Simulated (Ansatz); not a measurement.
Steps from a short run of molecular dynamics on a 2×2×2 supercell (16 atoms) of InP (zincblende), relaxed with r2SCAN; forces from PBEsol in the plane-wave code Ansatz, 2×2×2 mesh, Fermi-Dirac smearing of 0.026 eV, constant energy and volume (NVE), started at 300 K. Classical nuclei, no spin polarisation; a few dozen steps show the first response, not equilibrium.

Cell vectors in Å:
```
0.0000 5.9076 5.9076
5.9076 0.0000 5.9076
5.9076 5.9076 0.0000
```

**Question.** At 8 fs the positions in Å are
```
In  -0.010   0.002   0.013
P    1.473   1.459   1.448
In   2.953   2.964   0.004
P    4.438   4.445   1.489
In   2.951   0.012   2.935
P    4.404   1.513   4.473
In   5.909   2.957   2.964
P    7.390   4.455   4.440
In   0.008   2.948   2.951
P    1.491   4.433   4.430
In   2.957   5.882   2.963
P    4.393   7.394   4.434
In   2.967   2.959   5.907
P    4.405   4.456   7.357
In   5.903   5.881   5.890
P    7.421   7.382   7.388
```
What are the forces, and how far does the free energy (smearing included) lie above that of step 0, with the atoms on their sites?

**Answer.** 4.5 meV an atom; forces in eV/Å:
```
In  -0.019  -0.057  -0.264
P    0.019   0.257   0.200
In  -0.015   0.070   0.049
P   -0.009  -0.227  -0.056
In   0.052   0.101   0.203
P    0.297  -0.384  -0.461
In   0.119  -0.104  -0.012
P    0.070  -0.178  -0.190
In  -0.164   0.054  -0.061
P   -0.272  -0.069   0.070
In  -0.032   0.224  -0.039
P    0.343  -0.051  -0.040
In  -0.315   0.123   0.168
P    0.280  -0.181   0.320
In   0.012   0.481   0.134
P   -0.366  -0.058  -0.021
```

**Question.** At 12 fs positions (Å), velocities (Å/fs) and forces (eV/Å) are
```
In -0.0145  0.0032  0.0189   -0.0012  0.0002  0.0014   -0.0324 -0.0822 -0.3822
P   1.4710  1.4520  1.4355   -0.0005 -0.0016 -0.0031    0.0338  0.3715  0.2885
In  2.9528  2.9696  0.0054   -0.0001  0.0014  0.0005   -0.0213  0.0980  0.0672
P   4.4414  4.4510  1.4953    0.0009  0.0013  0.0014   -0.0124 -0.3251 -0.0804
In  2.9504  0.0184  2.9265   -0.0003  0.0016 -0.0022    0.0696  0.1408  0.2925
P   4.3921  1.5286  4.4909   -0.0026  0.0036  0.0041    0.4503 -0.5675 -0.6769
In  5.9094  2.9579  2.9695    0.0002  0.0003  0.0013    0.1730 -0.1507 -0.0185
P   7.3932  4.4659  4.4440    0.0009  0.0026  0.0008    0.1078 -0.2600 -0.2780
In  0.0117  2.9453  2.9488    0.0009 -0.0007 -0.0004   -0.2315  0.0709 -0.0764
P   1.4968  4.4331  4.4295    0.0012  0.0001  0.0000   -0.3890 -0.1033  0.1037
In  2.9591  5.8702  2.9669    0.0004 -0.0030  0.0011   -0.0484  0.3337 -0.0588
P   4.3769  7.3980  4.4351   -0.0038  0.0010  0.0003    0.4890 -0.0775 -0.0625
In  2.9724  2.9613  5.9067    0.0014  0.0007  0.0000   -0.4765  0.1892  0.2613
P   4.3943  4.4668  7.3452   -0.0025  0.0027 -0.0027    0.3918 -0.2512  0.4496
In  5.9007  5.8692  5.8821   -0.0006 -0.0030 -0.0021    0.0083  0.6919  0.1954
P   7.4364  7.3804  7.3901    0.0036 -0.0004  0.0004   -0.5122 -0.0784 -0.0246
```
Where are the atoms one step (2 fs) later, and what forces do they feel?

**Answer.**
```
In -0.0169  0.0036  0.0218   -0.0384 -0.0935 -0.4356
P   1.4701  1.4490  1.4295    0.0411  0.4222  0.3273
In  2.9526  2.9724  0.0064   -0.0226  0.1087  0.0733
P   4.4431  4.4533  1.4982   -0.0138 -0.3680 -0.0906
In  2.9499  0.0215  2.9222    0.0770  0.1571  0.3330
P   4.3871  1.5354  4.4987    0.5208 -0.6503 -0.7738
In  5.9099  2.9585  2.9721    0.1983 -0.1725 -0.0228
P   7.3950  4.4709  4.4454    0.1253 -0.2966 -0.3172
In  0.0134  2.9439  2.9479   -0.2618  0.0777 -0.0806
P   1.4989  4.4332  4.4296   -0.4394 -0.1188  0.1192
In  2.9600  5.8643  2.9690   -0.0572  0.3865 -0.0679
P   4.3695  7.4000  4.4356    0.5524 -0.0905 -0.0734
In  2.9750  2.9627  5.9068   -0.5529  0.2187  0.3066
P   4.3895  4.4720  7.3402    0.4396 -0.2811  0.5043
In  5.8995  5.8635  5.8780    0.0052  0.7872  0.2236
P   7.4434  7.3794  7.3909   -0.5735 -0.0867 -0.0254
```
The temperature goes from 223.5 to 201.3 K.

**Question.** At 16 fs positions (Å), velocities (Å/fs) and forces (eV/Å) are
```
In -0.0194  0.0040  0.0244   -0.0012  0.0002  0.0013   -0.0436 -0.1037 -0.4841
P   1.4693  1.4466  1.4240   -0.0004 -0.0011 -0.0027    0.0479  0.4674  0.3616
In  2.9524  2.9751  0.0074   -0.0001  0.0014  0.0005   -0.0226  0.1167  0.0770
P   4.4448  4.4552  1.5009    0.0009  0.0008  0.0013   -0.0153 -0.4057 -0.0994
In  2.9494  0.0248  2.9180   -0.0002  0.0016 -0.0021    0.0836  0.1709  0.3700
P   4.3828  1.5415  4.5057   -0.0020  0.0028  0.0032    0.5839 -0.7240 -0.8599
In  5.9104  2.9590  2.9747    0.0003  0.0002  0.0013    0.2227 -0.1935 -0.0282
P   7.3969  4.4756  4.4463    0.0010  0.0022  0.0004    0.1409 -0.3295 -0.3523
In  0.0151  2.9426  2.9470    0.0008 -0.0007 -0.0005   -0.2898  0.0836 -0.0824
P   1.5004  4.4331  4.4299    0.0006 -0.0001  0.0002   -0.4832 -0.1328  0.1334
In  2.9608  5.8584  2.9711    0.0004 -0.0029  0.0010   -0.0665  0.4372 -0.0765
P   4.3628  7.4019  4.4360   -0.0032  0.0009  0.0002    0.6084 -0.1031 -0.0836
In  2.9776  2.9642  5.9069    0.0012  0.0008  0.0001   -0.6238  0.2438  0.3489
P   4.3852  4.4769  7.3357   -0.0020  0.0023 -0.0020    0.4816 -0.3080  0.5517
In  5.8984  5.8579  5.8740   -0.0006 -0.0027 -0.0020    0.0022  0.8746  0.2499
P   7.4496  7.3784  7.3917    0.0029 -0.0006  0.0004   -0.6263 -0.0940 -0.0260
```
Where are the atoms one step (2 fs) later, and what forces do they feel?

**Answer.**
```
In -0.0219  0.0044  0.0270   -0.0473 -0.1127 -0.5273
P   1.4685  1.4448  1.4189    0.0535  0.5062  0.3910
In  2.9523  2.9779  0.0084   -0.0209  0.1219  0.0780
P   4.4465  4.4566  1.5034   -0.0169 -0.4377 -0.1067
In  2.9490  0.0281  2.9140    0.0898  0.1821  0.4032
P   4.3791  1.5466  4.5115    0.6373 -0.7864 -0.9330
In  5.9110  2.9594  2.9773    0.2461 -0.2136 -0.0348
P   7.3991  4.4798  4.4468    0.1540 -0.3580 -0.3827
In  0.0167  2.9413  2.9460   -0.3156  0.0889 -0.0820
P   1.5013  4.4329  4.4303   -0.5198 -0.1448  0.1460
In  2.9616  5.8528  2.9732   -0.0763  0.4853 -0.0844
P   4.3569  7.4037  4.4364    0.6561 -0.1151 -0.0928
In  2.9798  2.9658  5.9072   -0.6874  0.2628  0.3866
P   4.3816  4.4813  7.3320    0.5178 -0.3322  0.5915
In  5.8972  5.8527  5.8701   -0.0001  0.9536  0.2739
P   7.4551  7.3772  7.3925   -0.6702 -0.1002 -0.0266
```
The temperature goes from 179.0 to 157.6 K.

**Question.** At 36 fs the positions in Å are
```
In  -0.045   0.006   0.041
P    1.465   1.459   1.397
In   2.950   3.005   0.018
P    4.461   4.442   1.520
In   2.947   0.061   2.884
P    4.384   1.545   4.508
In   5.921   2.959   3.000
P    7.427   4.496   4.428
In   0.025   2.931   2.936
P    1.478   4.422   4.443
In   2.967   5.811   2.990
P    4.344   7.412   4.434
In   2.989   2.984   5.916
P    4.381   4.500   7.334
In   5.887   5.822   5.840
P    7.464   7.360   7.398
```
What are the forces, and how far does the free energy (smearing included) lie above that of step 0, with the atoms on their sites?

**Answer.** 22.3 meV an atom; forces in eV/Å:
```
In   0.023  -0.132  -0.617
P    0.014   0.497   0.381
In   0.082   0.021  -0.058
P   -0.044  -0.420  -0.093
In   0.148   0.156   0.501
P    0.485  -0.658  -0.817
In   0.416  -0.362  -0.165
P    0.092  -0.370  -0.374
In  -0.456   0.131   0.005
P   -0.461  -0.128   0.161
In  -0.198   0.744  -0.112
P    0.676  -0.180  -0.093
In  -0.764   0.028   0.386
P    0.572  -0.444   0.590
In   0.080   1.236   0.365
P   -0.664  -0.121  -0.059
```

**Question.** At 56 fs positions (Å), velocities (Å/fs) and forces (eV/Å) are
```
In -0.0689  0.0038  0.0376   -0.0011 -0.0002 -0.0005    0.1817 -0.0650 -0.2254
P   1.4609  1.5266  1.4121   -0.0004  0.0037  0.0011   -0.0668 -0.1092 -0.0510
In  2.9514  3.0347  0.0267    0.0002  0.0013  0.0002    0.2475 -0.2743 -0.4004
P   4.4709  4.3833  1.5294    0.0003 -0.0032  0.0004   -0.0571  0.1112  0.0364
In  2.9487  0.1009  2.8663    0.0002  0.0020 -0.0006    0.1727 -0.1386  0.2071
P   4.4392  1.4762  4.4191    0.0026 -0.0036 -0.0048   -0.2662  0.2330  0.2421
In  5.9451  2.9479  3.0187    0.0016 -0.0009  0.0007    0.4384 -0.4258 -0.3945
P   7.4663  4.4747  4.3679    0.0017 -0.0015 -0.0033   -0.1746 -0.0057  0.0720
In  0.0204  2.9241  2.9266   -0.0006 -0.0002 -0.0004   -0.3862  0.1435  0.2692
P   1.4061  4.3969  4.4754   -0.0037 -0.0013  0.0018    0.2008  0.0635  0.0294
In  2.9670  5.7867  3.0062   -0.0003 -0.0006  0.0007   -0.3461  0.6601 -0.0973
P   4.4008  7.4005  4.4211    0.0037 -0.0011 -0.0007    0.0069 -0.1395  0.0297
In  2.9760  3.0030  5.9379   -0.0010  0.0007  0.0012   -0.2982 -0.5282  0.1001
P   4.4414  4.4720  7.3986    0.0039 -0.0024  0.0039    0.0705 -0.2019 -0.0492
In  5.8790  5.8256  5.8172   -0.0002  0.0010 -0.0008    0.3185  0.7469  0.3392
P   7.4027  7.3282  7.3961   -0.0039 -0.0019 -0.0004   -0.0418 -0.0700 -0.1075
```
Where are the atoms one step (2 fs) later, and what forces do they feel?

**Answer.**
```
In -0.0711  0.0034  0.0366    0.1884 -0.0566 -0.1783
P   1.4602  1.5340  1.4142   -0.0630 -0.1766 -0.0975
In  2.9519  3.0373  0.0270    0.2561 -0.3016 -0.4313
P   4.4715  4.3769  1.5303   -0.0547  0.1705  0.0500
In  2.9492  0.1049  2.8651    0.1671 -0.1784  0.1657
P   4.4442  1.4691  4.4097   -0.3125  0.3064  0.3379
In  5.9483  2.9460  3.0200    0.4244 -0.4249 -0.4137
P   7.4695  4.4717  4.3614   -0.1904  0.0346  0.1189
In  0.0192  2.9237  2.9259   -0.3612  0.1354  0.3049
P   1.3988  4.3945  4.4791    0.2696  0.0798  0.0143
In  2.9664  5.7856  3.0076   -0.3553  0.6389 -0.0977
P   4.4082  7.3983  4.4198   -0.0751 -0.1282  0.0394
In  2.9739  3.0042  5.9404   -0.2591 -0.5615  0.0862
P   4.4492  4.4670  7.4063   -0.0055 -0.1472 -0.1333
In  5.8787  5.8277  5.8155    0.3377  0.6687  0.3404
P   7.3948  7.3244  7.3953    0.0335 -0.0592 -0.1059
```
The temperature goes from 197.8 to 192.7 K.

**Question.** At 72 fs the positions in Å are
```
In  -0.084   0.000   0.029
P    1.453   1.575   1.423
In   2.958   3.053   0.025
P    4.474   4.342   1.539
In   2.954   0.130   2.857
P    4.466   1.434   4.361
In   5.975   2.929   3.025
P    7.485   4.455   4.323
In   0.008   2.922   2.925
P    1.361   4.381   4.504
In   2.959   5.784   3.016
P    4.452   7.379   4.412
In   2.958   3.007   5.958
P    4.498   4.431   7.450
In   5.880   5.847   5.807
P    7.346   7.296   7.386
```
What are the forces, and how far does the free energy (smearing included) lie above that of step 0, with the atoms on their sites?

**Answer.** 23.1 meV an atom; forces in eV/Å:
```
In   0.188  -0.004   0.100
P    0.003  -0.528  -0.335
In   0.268  -0.437  -0.563
P   -0.029   0.481   0.116
In   0.098  -0.443  -0.091
P   -0.453   0.654   0.808
In   0.249  -0.384  -0.496
P   -0.210   0.270   0.371
In  -0.107   0.021   0.548
P    0.607   0.143  -0.096
In  -0.373   0.467  -0.113
P   -0.572  -0.007   0.065
In  -0.044  -0.675   0.043
P   -0.537   0.304  -0.669
In   0.408   0.092   0.352
P    0.504   0.046  -0.040
```
